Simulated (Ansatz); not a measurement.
Set up this calculation in Ansatz 0.2.0, as the native input.

```yaml
Task: relaxation of cell and atoms
Functional: BLYP
Dispersion: D3(BJ)
Potentials_or_basis: all-electron LAPW, scalar-relativistic
Basis_error_allowed: 0.001 eV/atom
k_mesh: 11 × 11 × 6
Occupations: fermi-dirac, width 0.05 eV
Spin: no spin polarisation
```

Re:

```xyz
2
Lattice="2.7608 0.0000 0.0000 -1.3804 2.3909 0.0000 0.0000 0.0000 4.4582" Properties=species:S:1:pos:R:3 pbc="T T T"
Re    1.3804    0.7970    3.3436
Re    0.0000    1.5939    1.1145
```

The input as run:

input.yaml

```yaml
crystal:
  lattice:
    - [2.7608, 0.0, 0.0]
    - [-1.3804, 2.3909229348, 0.0]
    - [0.0, 0.0, 4.4582]
  atoms:
    - { symbol: Re, position: [0.6666666667, 0.3333333333, 0.75] }
    - { symbol: Re, position: [0.3333333333, 0.6666666667, 0.25] }
kpoints:
  mp_grid: { grid: [11, 11, 6] }
scf:
  occupations: { method: fermi_dirac, width: 0.05 }
hamiltonian:
  xc: blyp
  dispersion: d3bj
  pseudopotentials: { kind: all_electron, lapw: { basis_error: 0.001 } }
output:
  forces: true
  stress: true
relax:
  f_tol: 0.02
  max_steps: 60
  cell: {}
```

Potentials or basis: all-electron LAPW, scalar-relativistic.

Command:

```sh
$ ansatz run input.yaml --threads 1 --pin off --max-ram 3072MiB --backend cpu --events-out ev --progress --plain --runs-dir out
```

It gave:

| Quantity | Value |
| --- | --- |
| Relaxed volume | 14.78 Å³/atom |
| Relaxed cell | a = 2.767 Å, b = 2.767 Å, c = 4.458 Å, α = 90.00°, β = 90.00°, γ = 120.00° |
| Space group after relaxing (to 0.05 Å) | P6_3/mmc (No. 194) |
| Energy gained by relaxing | 0.3 meV/atom |
| Ionic steps | 4 |
| Pressure after relaxing | 0.0 GPa |

Run time: 96 s on 1 thread of Arm Neoverse V1, with other jobs on the host, peak memory 0.45 GiB.
